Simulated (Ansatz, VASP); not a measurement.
ZnS (Wurtzite-2H): VASP beside Ansatz

INCAR

```
SYSTEM = ZnS
PREC = Accurate ; ENCUT = 520
EDIFF = 1E-7 ; ISMEAR = -1
SIGMA = 0.05 ; LREAL = .FALSE.
LASPH = .TRUE. ; NELM = 100
ALGO = Normal ; ISIF = 2
LWAVE = .FALSE. ; LCHARG = .FALSE.
GGA = B5 ; ALDAX = 1.0
AGGAX = 1.0 ; AGGAC = 1.0
ALDAC = 0.0 ; IVDW = 12
VDW_S6 = 1.0 ; VDW_S8 = 2.6996
VDW_A1 = 0.4298 ; VDW_A2 = 4.2359
NBANDS = 26
```

KPOINTS

```
Automatic mesh
0
G
  8 8 5
  0 0 0
```

The input POSCAR:

```
ZnS
1.0
    3.8857444663      0.0000000000      0.0000000000
   -1.9428722331      3.3651534204      0.0000000000
    0.0000000000      0.0000000000      6.3562663350
Zn S
2 2
Direct
    0.6666666667      0.3333333333      0.5000000000
    0.3333333333      0.6666666667      0.0000000000
    0.6666666667      0.3333333333      0.8850000000
    0.3333333333      0.6666666667      0.3850000000
```

input.yaml

```yaml
crystal:
  lattice:
    - [3.8857444663, 0.0, 0.0]
    - [-1.9428722331, 3.3651534204, 0.0]
    - [0.0, 0.0, 6.356266335]
  atoms:
    - { symbol: Zn, position: [0.6666666667, 0.3333333333, 0.5] }
    - { symbol: Zn, position: [0.3333333333, 0.6666666667, 0.0] }
    - { symbol: S, position: [0.6666666667, 0.3333333333, 0.885] }
    - { symbol: S, position: [0.3333333333, 0.6666666667, 0.385] }
hamiltonian:
  xc: blyp
  pseudopotentials: { kind: paw }
  dispersion: d3bj
kpoints:
  mp_grid: { grid: [8, 8, 5] }
scf:
  occupations: { method: fermi_dirac, width: 0.05 }
output:
  forces: true
  stress: true
  eigenvalues: true
```

Alike in both runs: task single point; functional BLYP; dispersion D3(BJ); k mesh 8 × 8 × 5; occupations fermi-dirac, width 0.05 eV; no spin polarisation.

|  | VASP | Ansatz |
| --- | --- | --- |
| version | VASP 6.6.1 | Ansatz 0.2.0 |
| potentials or method | VASP PAW PBE potentials, release 64 (Zn, S) | Ansatz PAW |
| plane-wave cutoff (eV) | 520 | 420 |
| valence electrons in the cell | 36 | 36 |

|  | VASP | Ansatz | Ansatz less VASP |
| --- | --- | --- | --- |
| gap on the k mesh at the Fermi level (eV) | 1.97 | 1.94 | -0.031 |
| least direct gap on the mesh (eV) | 1.97 | 1.94 | -0.031 |
| pressure (GPa) | -3.8 | -3.8 | -0.08 |
| largest component of the traceless stress (GPa) | 0.79 | 0.78 | -0.016 |
| rms of the force components (eV/Å) | 0.163 | 0.161 | -0.0019 |
| dispersion energy (meV/atom) | -627.5 | -627.5 | -0.06 |

Atom by atom the forces differ by 0.002 eV/Å (rms over components).

Caveats: the PAW data sets were made with another functional, which shifts forces and pressure a little (VASP); odd divisions of the mesh miss points on the zone boundary, where band edges often lie, so the gap on the mesh can be too wide (Ansatz); the PAW data sets come from PBE, with cores solved anew for the run's functional, which leaves a small shift of forces and pressure (Ansatz). A hybrid or GW would open this gap; BLYP tends to underestimate it.
